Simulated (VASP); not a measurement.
A run of VASP 6.6.1 is set up as follows.

File INCAR:

```
SYSTEM = ZnS
PREC = Accurate
ENCUT = 520
EDIFF = 1E-6
ISMEAR = -1
SIGMA = 0.05
LREAL = .FALSE.
LASPH = .TRUE.
NELM = 100
ALGO = Fast
ISIF = 2
LWAVE = .FALSE.
LCHARG = .FALSE.
GGA = RP
NBANDS = 26
```

File KPOINTS:

```
regular mesh
0
G
  8 8 5
  0 0 0
```

POSCAR

```
ZnS
1.0
    3.8110000000      0.0000000000      0.0000000000
   -1.9055000000      3.3004228138      0.0000000000
    0.0000000000      0.0000000000      6.2340000000
Zn S
2 2
Direct
    0.6666666667      0.3333333333      0.5000000000
    0.3333333333      0.6666666667      0.0000000000
    0.6666666667      0.3333333333      0.8850000000
    0.3333333333      0.6666666667      0.3850000000
```

The input KPOINTS_OPT:

```
path GMKGALHA,LM,KH
10
line-mode
reciprocal
 0.0000000000  0.0000000000  0.0000000000  G
 0.5000000000  0.0000000000  0.0000000000  M

 0.5000000000  0.0000000000  0.0000000000  M
 0.3333333333  0.3333333333  0.0000000000  K

 0.3333333333  0.3333333333  0.0000000000  K
 0.0000000000  0.0000000000  0.0000000000  G

 0.0000000000  0.0000000000  0.0000000000  G
 0.0000000000  0.0000000000  0.5000000000  A

 0.0000000000  0.0000000000  0.5000000000  A
 0.5000000000  0.0000000000  0.5000000000  L

 0.5000000000  0.0000000000  0.5000000000  L
 0.3333333333  0.3333333333  0.5000000000  H

 0.3333333333  0.3333333333  0.5000000000  H
 0.0000000000  0.0000000000  0.5000000000  A

 0.5000000000  0.0000000000  0.5000000000  L
 0.5000000000  0.0000000000  0.0000000000  M

 0.3333333333  0.3333333333  0.0000000000  K
 0.3333333333  0.3333333333  0.5000000000  H
```

Potentials or basis: VASP PAW PBE potentials, release 64 (Zn, S).

Launch:

```console
$ cat potpaw_PBE.64/Zn/POTCAR potpaw_PBE.64/S/POTCAR > POTCAR
$ mpirun -np 1 vasp_std > vasp.out
```

(1) Predict the largest force.

(2) What does it give for the pressure?

(3) What does it give for the band gap on the k mesh?

Answers

(1) 0.329 eV/Å.

(2) 5.6 GPa.

(3) 2.42 eV, direct.

Caveat: the PAW data sets were made with another functional, which shifts forces and pressure a little.

**The experiment to reproduce.**

A printed reference work, monograph reports, for a bulk crystal of ZnS at 4 K: band gap 3.911 eV (direct).

Against the measured gap of ZnS, 3.911 eV (direct; 4 K; a printed reference work, monograph), the calculated 2.42 eV is off by -1.49 eV. The value is that of RPBE, without temperature or zero-point motion. Semilocal functionals fall short of measured gaps as a rule.
